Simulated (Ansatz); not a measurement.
**Polymorphs of La**

Method: Ansatz 0.2.0, DFT PBE, scalar-relativistic, plane waves, PAW. All cells share a 420 eV cutoff and Γ-centred k meshes spaced at most about 0.3 Å⁻¹ (about 0.25 or finer for metals, 2π included). No spin polarisation.

Energies count from the standard state of La at the same level.

All energies are static (0 K, no zero-point motion). Only the structures computed here compete, so a lower one can exist.

Invented guesses were relaxed alike, and ends that match in structure were merged. ΔE counts from the first row. Coordination counts all near atoms (those within 1.25 times the shortest distance at each site). The ends were matched against large subsets of the Crystallography Open Database and the Materials Project, so a missing match doesn't prove that a structure is unreported.

```csv
#,reached from,type and space group,atoms,Å³/atom,coordination,ΔE (meV/atom),gap on mesh (eV),in databases
1,random cell,"simple cubic, Pm-3m (No. 221)",1,36.6,La 6,0,0.00,no match
2,random cell,Pm-3m (No. 221),3,42.2,La 8,86,0.00,no match
3,random cell,Fd-3m (No. 227),4,55.5,La 6,702,0.00,no match
```

The lowest: Space group Pm-3m (No. 221), cubic, a = 3.319 Å. La has 6 La at 3.32 Å. Its energy over the standard state is +0.51 eV/atom. It lies above the standard state, so it could only be metastable. The Crystallography Open Database (COD) lists this formula in space group No. 194, 225, and no cell compared here matches those entries.

Space group Pm-3m (No. 221). a = 3.319 Å, b = 3.319 Å, c = 3.319 Å, α = 90.00°, β = 90.00°, γ = 90.00°
| atom | site | symmetry | x | y | z |
| --- | --- | --- | --- | --- | --- |
| La | 1b | m-3m | 0.5000 | 0.5000 | 0.5000 |

The second: Space group Pm-3m (No. 221), cubic, a = 5.023 Å. La has 8 La at 3.55 Å. Counting all near atoms, the first has La 6 and the second has La 8. Cells relaxed within their symmetry can be saddle points.

```cif
data_structure
_symmetry_space_group_name_H-M 'P 1'
_symmetry_Int_Tables_number 1
_cell_length_a 5.0231
_cell_length_b 5.0231
_cell_length_c 5.0231
_cell_angle_alpha 90.000
_cell_angle_beta 90.000
_cell_angle_gamma 90.000
_cell_volume 126.74
loop_
_atom_site_label
_atom_site_type_symbol
_atom_site_fract_x
_atom_site_fract_y
_atom_site_fract_z
_atom_site_occupancy
La1 La 0.00000 0.50000 0.50000 1
La2 La 0.50000 0.00000 0.50000 1
La3 La 0.50000 0.50000 0.00000 1
```

Some types were kept out of the candidates beforehand, so the set may lack a known form.
